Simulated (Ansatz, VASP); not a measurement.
Two plane-wave programs on RbBr

INCAR

```
SYSTEM = RbBr
PREC     = Accurate       ! precision mode
ENCUT    = 520            ! plane-wave cutoff, eV
EDIFF    = 1E-8           ! SCF threshold, eV
ISMEAR   = -1             ! smearing method
SIGMA    = 0.05           ! smearing width, eV
LREAL    = .False.        ! projectors in reciprocal space
LASPH    = .True.         ! aspherical terms in the spheres
NELM     = 60             ! most SCF steps
ALGO     = Normal         ! electronic algorithm
ISIF     = 2              ! what is computed and relaxed
LWAVE    = .False.        ! write WAVECAR
LCHARG   = .False.        ! write CHGCAR
GGA      = PE             ! functional
LEFG     = .True.       
NBANDS   = 15             ! bands
```

Contents of KPOINTS:

```
regular mesh
0
Gamma
  9 9 9
  0 0 0
```

The input POSCAR:

```
RbBr
1.0
    0.0000000000      3.5365943474      3.5365943474
    3.5365943474      0.0000000000      3.5365943474
    3.5365943474      3.5365943474      0.0000000000
Rb Br
1 1
Direct
    0.0000000000      0.0000000000      0.0000000000
    0.5000000000      0.5000000000      0.5000000000
```

Input for Ansatz:

```yaml
crystal:
  lattice:
    - [0.0, 3.5365943474, 3.5365943474]
    - [3.5365943474, 0.0, 3.5365943474]
    - [3.5365943474, 3.5365943474, 0.0]
  atoms:
    - { symbol: Rb, position: [0.0, 0.0, 0.0] }
    - { symbol: Br, position: [0.5, 0.5, 0.5] }
kpoints:
  mp_grid: { grid: [9, 9, 9] }
scf:
  occupations: { method: fermi_dirac, width: 0.05 }
hamiltonian:
  xc: pbe
  pseudopotentials: { kind: paw }
output:
  forces: true
  stress: true
  eigenvalues: true
  efg: { contact_densities: true }
```

Change from the starting cell: volume scaled by 1.025, PAW files.

Alike in both runs: task electric field gradients; functional PBE; k mesh 9 × 9 × 9; occupations fermi-dirac, width 0.05 eV; no spin polarisation.

```csv
,VASP,Ansatz
version,VASP 6.6.1,Ansatz 0.2.0
potentials or method,"VASP PAW PBE potentials, release 64 (Rb_sv, Br)","PAW with Ansatz's default frozen-core files, scalar-relativistic"
plane-wave cutoff (eV),520,420
valence electrons in the cell,16,16
```

VASP gave:

```
gap on the k mesh at the Fermi level (eV)                      : 4.13
pressure (GPa)                                                 : -0.2
Vzz of the field gradient on the site that differs most (V/Å²) : 0.0
```

Which values does Ansatz return?

gap on the k mesh at the Fermi level (eV): 4.14; pressure (GPa): -0.3; Vzz of the field gradient on the site that differs most (V/Å²): 0.0.

Ansatz warned: «gradients_without_spin_orbit».

Caveats: an odd mesh through Γ misses points on the zone boundary, where band edges often lie.
